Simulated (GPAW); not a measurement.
Crystal: BeTe.

```
Te Be
1.0
     0.00000    2.77000    2.77000
     2.77000    0.00000    2.77000
     2.77000    2.77000    0.00000
Te Be
1 1
Cartesian
  4.1550 4.1550 4.1550
  0.0000 0.0000 0.0000
```

```yaml
Program: GPAW 26.7.0
Task: relaxation of cell and atoms
Functional: revPBE
Dispersion: D4
Potentials_or_basis: the program's PAW data sets (release 1.2.1) made for this functional
Cutoff: 800 eV
Basis: pw
k_mesh: 8 × 8 × 8
Occupations: fermi-dirac, width 0.05 eV
Spin: no spin polarisation
```

At the start: pressure 1.5 GPa; volume 21.25 Å³/atom.

Q: Where does the relaxation end?

A: Over 3 steps the energy falls by 2.1 meV/atom and the volume is 21.73 Å³/atom (+2.2 %); space group F-43m (No. 216, to 0.05 Å).

Step by step:
```
step  energy change (eV)  largest force (eV/Å)  pressure (GPa)  volume (Å³)
   1              0.0000                0.0000            1.46        42.51
   2             -0.0015                0.0000            1.18        42.68
   3             -0.0043                0.0000            0.02        43.45
```

Final structure:
```xyz
2
Lattice="0.0000 2.7904 2.7904 2.7904 0.0000 2.7904 2.7904 2.7904 0.0000" Properties=species:S:1:pos:R:3 pbc="T T T"
Te    4.1855    4.1855    4.1855
Be    0.0000    0.0000    0.0000
```

Caveat: later steps reuse the first step's grids.
